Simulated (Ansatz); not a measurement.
Theory: Ansatz 0.2.0, DFT PBE, scalar-relativistic, plane waves, PAW. All cells share a 420 eV cutoff and Γ-centred k meshes spaced at most about 0.3 Å⁻¹ (about 0.25 or finer for metals, 2π included). No spin polarisation.

The zero of energy is the elements' standard structures at the same level; no fitted shifts are applied.

All energies are static (0 K, no zero-point motion). Only the structures computed here compete, so a lower one can exist. Spin–orbit coupling, which can matter for Te, is left out. The reference form of Te is held partly by dispersion forces, which this level lacks.

A search for Mg₅Te₃ gave 6 distinct relaxed structures. Coordination counts Te atoms around Mg (those within 1.25 times the shortest such distance or 1.15 times the sum of covalent radii, 1.27 where that leaves under three; the shortest distance is added where it exceeds 1.18 times the sum of covalent radii; a slash parts the counts of unlike sites). Cells relaxed within their symmetry can be saddle points.

Question: What is the best candidate for Mg₅Te₃?

Answer: The one with space group R3m (No. 160), reached from: random cell. It has a = 8.535 Å, c = 11.555 Å, 30.4 Å³/atom, no gap on the mesh. Mg on a site of symmetry m is surrounded by 3 Te at 2.96–3.04 Å, 1 Mg at 3.06 Å and 4 Mg at 3.32–3.42 Å; around Mg on a site of symmetry 3m lie 3 Te at 2.73 Å, 3 Mg at 3.06 Å and 3 Mg at 3.32 Å; around Mg on a second site of symmetry 3m lie 3 Te at 3.01 Å and 3 Mg at 3.40 Å; around Te lie 1 Mg at 2.73 Å and 4 Mg at 2.96–3.04 Å. Its energy over the elements is −0.39 eV/atom. It lies below the elements, which doesn't yet make it stable against other compounds or structures. An observed structure of this formula, if there is one, may be missing.

```
Mg Te
1.0
     4.26730    2.46373    3.85175
    -4.26730    2.46373    3.85175
     0.00000   -4.92746    3.85175
Mg Te
5 3
Direct
  0.74791 0.14880 0.74791
  0.74791 0.74791 0.14880
  0.14880 0.74791 0.74791
  0.67920 0.67920 0.67920
  0.12093 0.12093 0.12093
  0.44542 0.98571 0.44542
  0.44542 0.44542 0.98571
  0.98571 0.44542 0.44542
```

Question: How much higher is the Pmmm structure with 25.3 Å³/atom and coordination Mg 4/6 (reached from: Ti3Al5 type (Pmmm))?

Answer: 14 meV/atom. It has no gap on its mesh.

Question: How much higher is the P4/mmm structure with 24.9 Å³/atom and coordination Mg 5/8 from 3.3 Å (reached from: Ti3Pd5 type (P4/mmm))?

Answer: 99 meV/atom. It has no gap on its mesh.
